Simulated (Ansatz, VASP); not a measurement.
## Cross-check of GaSb between VASP and Ansatz

One calculation is typed for both programs; each brings its own data sets. How far apart do they land? The cell is taken from a series of runs on this material, whose earlier steps may have relaxed, scaled, displaced or heated it; both programs get it as it stands.

Calculated with Ansatz 0.2.0; plane waves, with VASP 6.6.1 beside it; zone-centre phonons at PBEsol.

**1. Set-up**

It takes space group I-4m2 (No. 119, tetragonal). The conventional cell has a = 4.283 Å, b = 4.283 Å, c = 6.295 Å, α = 90.00°, β = 90.00°, γ = 90.00°. Nearest to Ga lie 4 Sb at 2.66 Å. Sb has 4 Ga at 2.66 Å nearest. Farther neighbours are not listed.

**2. VASP: zone-centre phonons, PBEsol**

Second derivatives magnify differences that forces hide, and they need a tight electronic threshold.

Lines of VASP's logs that name or quote its potential files are left out, and so is its time.

INCAR

```
SYSTEM = GaSb
PREC = Accurate
ENCUT = 500
EDIFF = 1E-08
NELM = 120
ISMEAR = 1
SIGMA = 0.2
LREAL = .FALSE.
ALGO = Normal
GGA = PS
NBANDS = 15
LORBIT = 11
LWAVE = .FALSE.
LCHARG = .FALSE.
ISIF = 2
IBRION = 8
LASPH = .TRUE.
GGA_COMPAT = .FALSE.
KPAR = 2
```

POSCAR

```
GaSb
1.0
    0.0000000000      3.0288448525      3.1474413758
    3.0288448525      0.0000000000      3.1474413758
    3.0288448525      3.0288448525      0.0000000000
Ga Sb
1 1
Direct
    0.0000000000      0.0000000000      0.0000000000
    0.7500000000      0.7500000000      0.7500000000
```

KPOINTS

```
Automatic mesh
0
Gamma
12 12 12
0 0 0
```

PAW data sets: Ga_d and Sb (PBE family, release 64).

Started as:

```sh
mpirun -np 2 vasp_std
```

Numbers of over 12 decimals in the logs are rounded to 6 here.

The program printed:

```text
[banner, memory and clock lines left out]
running    2 mpi-ranks, on    1 nodes
 distrk:  each k-point on    1 cores,    2 groups
 distr:  one band on    1 cores,    1 groups

 POSCAR found type information on POSCAR GaSb
 POSCAR found :  2 types and       2 ions
|                                                                             |
|               ----> ADVICE to this user running VASP <----                  |
|                                                                             |
|     You enforced a specific xc type in the INCAR file but a different       |
|     [... a line on the potential file left out ...]
|     I HOPE YOU KNOW WHAT YOU ARE DOING!                                     |
|                                                                             |

 LDA part: xc-table for (Slater+PW92), standard interpolation
 POSCAR, INCAR and KPOINTS ok, starting setup
 FFT: planning ... GRIDC
 FFT: planning ... GRID_SOFT
 FFT: planning ... GRID
 WAVECAR not read
 entering main loop
       N       E                     dE             d eps       ncg     rms          rms(c)
DAV:   1     0.794060938146E+02    0.79406E+02   -0.85289E+03  4914   0.143E+03
DAV:   2    -0.216195941600E+01   -0.81568E+02   -0.78612E+02  5674   0.299E+02
DAV:   3    -0.813556754047E+01   -0.59736E+01   -0.59497E+01  5849   0.665E+01
DAV:   4    -0.824077579748E+01   -0.10521E+00   -0.10517E+00  6167   0.100E+01
DAV:   5    -0.824328803329E+01   -0.25122E-02   -0.25122E-02  6306   0.135E+00    0.308E+00
DAV:   6    -0.817072193106E+01    0.72566E-01   -0.87468E-02  6441   0.519E+00    0.180E+00
DAV:   7    -0.814550434858E+01    0.25218E-01   -0.43312E-02  6073   0.195E+00    0.362E-01
DAV:   8    -0.814550981261E+01   -0.54640E-05   -0.48691E-03  6447   0.875E-01    0.965E-02
DAV:   9    -0.814578877398E+01   -0.27896E-03   -0.44601E-04  5590   0.175E-01    0.355E-02
DAV:  10    -0.814578483145E+01    0.39425E-05   -0.20215E-05  6483   0.401E-02    0.921E-03
DAV:  11    -0.814579439921E+01   -0.95678E-05   -0.12079E-05  5513   0.247E-02    0.444E-03
DAV:  12    -0.814579454586E+01   -0.14665E-06   -0.49290E-07  6458   0.720E-03    0.615E-04
DAV:  13    -0.814579453059E+01    0.15271E-07   -0.39448E-08  5633   0.136E-03    0.451E-04
DAV:  14    -0.814579457657E+01   -0.45982E-07   -0.40863E-09  5154   0.784E-04    0.373E-05
DAV:  15    -0.814579457962E+01   -0.30509E-08   -0.52097E-10  3320   0.279E-04
   1 F= -.81457946E+01 E0= -.81459644E+01  d E =0.509465E-03
 Linear response reoptimize wavefunctions to high precision
DAV:   1    -0.814579457504E+01    0.45875E-08   -0.13504E-10  3670   0.145E-04
DAV:   2    -0.814579457506E+01   -0.28194E-10   -0.36418E-11  3033   0.616E-05
 Linear response DOF=           4
 Linear response progress:
  Degree of freedom:   1/  4
       N       E                     dE             d eps       ncg     rms          rms(c)
RMM:   1    -0.165765162937E+00   -0.16577E+00    0.72250E-02 17800   0.804E+00
RMM:   2    -0.164808363854E+00    0.95680E-03   -0.27971E-02 26823   0.135E+00    0.385E-02
RMM:   3    -0.164799052448E+00    0.93114E-05   -0.34139E-03 27815   0.438E-01    0.253E-02
RMM:   4    -0.164708422069E+00    0.90630E-04   -0.16630E-03 30439   0.206E-01    0.129E-02
RMM:   5    -0.164699483699E+00    0.89384E-05   -0.77915E-05 29607   0.550E-02    0.438E-03
RMM:   6    -0.164705346664E+00   -0.58630E-05   -0.14264E-05 30064   0.234E-02    0.423E-04
RMM:   7    -0.164700399957E+00    0.49467E-05   -0.31894E-06 29349   0.102E-02    0.572E-04
RMM:   8    -0.164704439897E+00   -0.40399E-05   -0.65719E-07 29414   0.465E-03    0.169E-04
RMM:   9    -0.164706350133E+00   -0.19102E-05   -0.19525E-07 29668   0.215E-03    0.754E-05
RMM:  10    -0.164707073721E+00   -0.72359E-06   -0.14424E-09 30003   0.105E-03    0.218E-05
RMM:  11    -0.164707083855E+00   -0.10134E-07   -0.20196E-08 29759   0.508E-04    0.200E-05
RMM:  12    -0.164707287714E+00   -0.20386E-06   -0.17230E-09 29968   0.256E-04    0.165E-06
RMM:  13    -0.164707290095E+00   -0.23813E-08    0.44636E-09 29761   0.129E-04    0.455E-06
 first order change of Fermi-energy  -0.14897E-04
 force on displaced ion       1 direction 1 :  -7.655   0.000  -0.000
 Linear response progress:
  Degree of freedom:   2/  4
       N       E                     dE             d eps       ncg     rms          rms(c)
RMM:   1    -0.166189264313E+00   -0.16619E+00    0.53143E-02 10458   0.788E+00
RMM:   2    -0.165178194690E+00    0.10111E-02   -0.28943E-02 15682   0.131E+00    0.387E-02
RMM:   3    -0.165022986684E+00    0.15521E-03   -0.30490E-03 16556   0.396E-01    0.266E-02
RMM:   4    -0.164885771792E+00    0.13721E-03   -0.10982E-03 17728   0.178E-01    0.117E-02
RMM:   5    -0.164890160280E+00   -0.43885E-05   -0.55768E-05 17186   0.487E-02    0.423E-03
RMM:   6    -0.164899027142E+00   -0.88669E-05   -0.93398E-06 17366   0.203E-02    0.473E-04
RMM:   7    -0.164898407627E+00    0.61952E-06   -0.21099E-06 16950   0.865E-03    0.399E-04
RMM:   8    -0.164900348409E+00   -0.19408E-05   -0.51935E-07 17178   0.403E-03    0.723E-05
RMM:   9    -0.164901235899E+00   -0.88749E-06   -0.13633E-07 17120   0.187E-03    0.357E-05
RMM:  10    -0.164901653906E+00   -0.41801E-06   -0.20735E-08 17423   0.923E-04    0.150E-05
RMM:  11    -0.164901622335E+00    0.31572E-07   -0.21547E-08 17328   0.440E-04    0.908E-06
RMM:  12    -0.164901631537E+00   -0.92022E-08   -0.10190E-08 17470   0.221E-04    0.915E-06
 first order change of Fermi-energy  -0.36349E-04
 force on displaced ion       1 direction 3 :   0.000   0.000  -7.586
 Linear response progress:
  Degree of freedom:   3/  4
       N       E                     dE             d eps       ncg     rms          rms(c)
RMM:   1    -0.281106392061E-01   -0.28111E-01    0.83221E-03 29080   0.133E+00
RMM:   2    -0.256900901894E-01    0.24205E-02   -0.33654E-03 25997   0.369E-01    0.644E-02
RMM:   3    -0.256278665457E-01    0.62224E-04   -0.18958E-04 28817   0.997E-02    0.352E-02
RMM:   4    -0.256681215484E-01   -0.40255E-04   -0.40380E-05 28846   0.435E-02    0.438E-03
RMM:   5    -0.256777885291E-01   -0.96670E-05   -0.55353E-06 30164   0.151E-02    0.274E-03
RMM:   6    -0.256722927006E-01    0.54958E-05   -0.91237E-07 28530   0.509E-03    0.832E-04
RMM:   7    -0.256709415705E-01    0.13511E-05   -0.85836E-08 29814   0.161E-03    0.259E-04
RMM:   8    -0.256701301189E-01    0.81145E-06   -0.13669E-08 28788   0.560E-04    0.624E-05
RMM:   9    -0.256700820931E-01    0.48026E-07   -0.31878E-10 29289   0.204E-04    0.172E-05
RMM:  10    -0.256701149782E-01   -0.32885E-07   -0.49611E-10 28503   0.783E-05    0.275E-06
RMM:  11    -0.256701126404E-01    0.23377E-08    0.20578E-12 29358   0.268E-05    0.392E-06
 first order change of Fermi-energy   0.43902E-04
 force on displaced ion       2 direction 1 :  -7.689  -0.000   0.000
 Linear response progress:
  Degree of freedom:   4/  4
       N       E                     dE             d eps       ncg     rms          rms(c)
RMM:   1    -0.286197658045E-01   -0.28620E-01    0.56361E-03 16497   0.135E+00
RMM:   2    -0.257118870333E-01    0.29079E-02   -0.35096E-03 15500   0.374E-01    0.664E-02
RMM:   3    -0.256750324010E-01    0.36855E-04   -0.19196E-04 16816   0.981E-02    0.362E-02
RMM:   4    -0.257384106081E-01   -0.63378E-04   -0.38690E-05 16903   0.433E-02    0.429E-03
RMM:   5    -0.257483917026E-01   -0.99811E-05   -0.54624E-06 17687   0.146E-02    0.281E-03
RMM:   6    -0.257401159510E-01    0.82758E-05   -0.72900E-07 16473   0.475E-03    0.458E-04
RMM:   7    -0.257395671841E-01    0.54877E-06   -0.66608E-08 17509   0.148E-03    0.236E-04
RMM:   8    -0.257392606265E-01    0.30656E-06   -0.16102E-08 16660   0.530E-04    0.257E-05
RMM:   9    -0.257392792099E-01   -0.18583E-07   -0.17428E-09 17684   0.195E-04    0.233E-05
RMM:  10    -0.257392849980E-01   -0.57881E-08   -0.74657E-10 16515   0.682E-05    0.153E-06
 first order change of Fermi-energy   0.72793E-03
 force on displaced ion       2 direction 3 :  -0.000  -0.000  -7.592
 Linear response finished
```

OUTCAR, selected parts (step 2):

```text
ion  position               nearest neighbor table
   1  0.000  0.000  0.000-   2 2.66   2 2.66   2 2.66   2 2.66
   2  0.750  0.750  0.750-   1 2.66   1 2.66   1 2.66   1 2.66

  LATTYP: Found a body centered tetragonal cell.
 ALAT       =     4.2834334687
 C/A-ratio  =     1.4695880764

 Subroutine GETGRP returns: Found  8 space group operations
 (whereof  8 operations were pure point group operations)

The static configuration has the point symmetry D_2d.

 Found    163 irreducible k-points:

   k-points           NKPTS =    163   k-points in BZ     NKDIM =    163   number of bands    NBANDS=     15

   dimension x,y,z NGX =    32 NGY =   32 NGZ =   32
   dimension x,y,z NGXF=    64 NGYF=   64 NGZF=   64

   ENCUT  =  500.0 eV  36.75 Ry    6.06 a.u.   7.96  7.96  7.81*2*pi/ulx,y,z

   NELECT =      18.0000    total number of electrons

 k-points in reciprocal lattice and weights: Automatic mesh
   0.00000000  0.00000000  0.00000000       0.001
   0.08333333  0.00000000  0.00000000       0.005
   0.16666667  0.00000000  0.00000000       0.005
   0.25000000  0.00000000  0.00000000       0.005
   0.33333333 -0.00000000  0.00000000       0.005
   0.41666667  0.00000000  0.00000000       0.005
   0.50000000  0.00000000  0.00000000       0.002
   0.08333333  0.08333333  0.00000000       0.001
   0.16666667  0.08333333  0.00000000       0.005
[...]
-0.33333333  0.16666667  0.50000000       0.002
  -0.25000000  0.25000000  0.50000000       0.001

 average (electrostatic) potential at core
       1 -65.6221       2 -87.5721

  Total        0.0275724      0.0275724     -0.6223538      0.0000000      0.0000000      0.0000000
  in kB        0.7649695      0.7649695    -17.2665764      0.0000000      0.0000000      0.0000000
  external PRESSURE =      -5.2455458 kB  Pullay stress =       0.0000000 kB

  energy-cutoff  :      500.00
  volume of cell :       57.75
      direct lattice vectors                 reciprocal lattice vectors
     0.000000000  3.028844852  3.147441376    -0.165079436  0.165079436  0.158859194
     3.028844852  0.000000000  3.147441376     0.165079436 -0.165079436  0.158859194
     3.028844852  3.028844852  0.000000000     0.165079436  0.165079436 -0.158859194

 POSITION                                       TOTAL-FORCE (eV/Angst)
 -----------------------------------------------------------------------------------
      0.00000      0.00000      0.00000        -0.000000     -0.000000      0.000000
      4.54327      4.54327      4.72116         0.000000      0.000000     -0.000000
 -----------------------------------------------------------------------------------
    total drift:                               -0.000001     -0.000001      0.000001

 Eigenvectors and eigenvalues of the dynamical matrix
 ----------------------------------------------------

   1 f  =    6.501298 THz    40.848860 2PiTHz  216.859957 cm-1    26.887196 meV
             X         Y         Z           dx          dy          dz
      0.000000  0.000000  0.000000     0.000000    0.796754    0.000000
      4.543267  4.543267  4.721162     0.000000   -0.604304    0.000000

   2 f  =    6.501298 THz    40.848860 2PiTHz  216.859957 cm-1    26.887196 meV
             X         Y         Z           dx          dy          dz
      0.000000  0.000000  0.000000     0.796754    0.000000    0.000000
      4.543267  4.543267  4.721162    -0.604304    0.000000    0.000000

   3 f  =    6.467728 THz    40.637931 2PiTHz  215.740169 cm-1    26.748360 meV
             X         Y         Z           dx          dy          dz
      0.000000  0.000000  0.000000     0.000000    0.000000    0.797291
      4.543267  4.543267  4.721162     0.000000    0.000000   -0.603595

   4 f/i=    0.001258 THz     0.007904 2PiTHz    0.041960 cm-1     0.005202 meV
             X         Y         Z           dx          dy          dz
      0.000000  0.000000  0.000000     0.000000    0.000000   -0.603595
      4.543267  4.543267  4.721162     0.000000    0.000000   -0.797291

   5 f/i=    0.007041 THz     0.044241 2PiTHz    0.234869 cm-1     0.029120 meV
             X         Y         Z           dx          dy          dz
      0.000000  0.000000  0.000000     0.000000   -0.604304    0.000000
      4.543267  4.543267  4.721162     0.000000   -0.796754    0.000000

   6 f/i=    0.007041 THz     0.044241 2PiTHz    0.234869 cm-1     0.029120 meV
             X         Y         Z           dx          dy          dz
      0.000000  0.000000  0.000000    -0.604304    0.000000    0.000000
      4.543267  4.543267  4.721162    -0.796754    0.000000    0.000000

 ELASTIC MODULI CONTR FROM IONIC RELAXATION (kBar)
 Direction    XX          YY          ZZ          XY          YZ          ZX
 --------------------------------------------------------------------------------
 XX           0.0000      0.0000      0.0000      0.0000      0.0000      0.0000
 YY           0.0000      0.0000      0.0000      0.0000      0.0000      0.0000
 ZZ           0.0000      0.0000      0.0000      0.0000      0.0000      0.0000
 XY           0.0000      0.0000      0.0000   -153.9093     -0.0000      0.0000
 YZ           0.0000      0.0000      0.0000     -0.0000   -156.6603      0.0000
 ZX           0.0000      0.0000      0.0000      0.0000     -0.0000   -136.1986
 --------------------------------------------------------------------------------
```

[end of part 1 of 2]

[Lines on the potential files, build, host, timing and source positions are cut from VASP's logs without a mark.]

[Logs are printed without paths, hosts, clocks, repeated set-up lines and the standing remarks that a program may print on its own settings, such as how far it seeks lower states.]

[Hosts, paths, dates, database ids (printed as entryN), source tags and the programs' standing remarks are cut or masked in the printed files.]
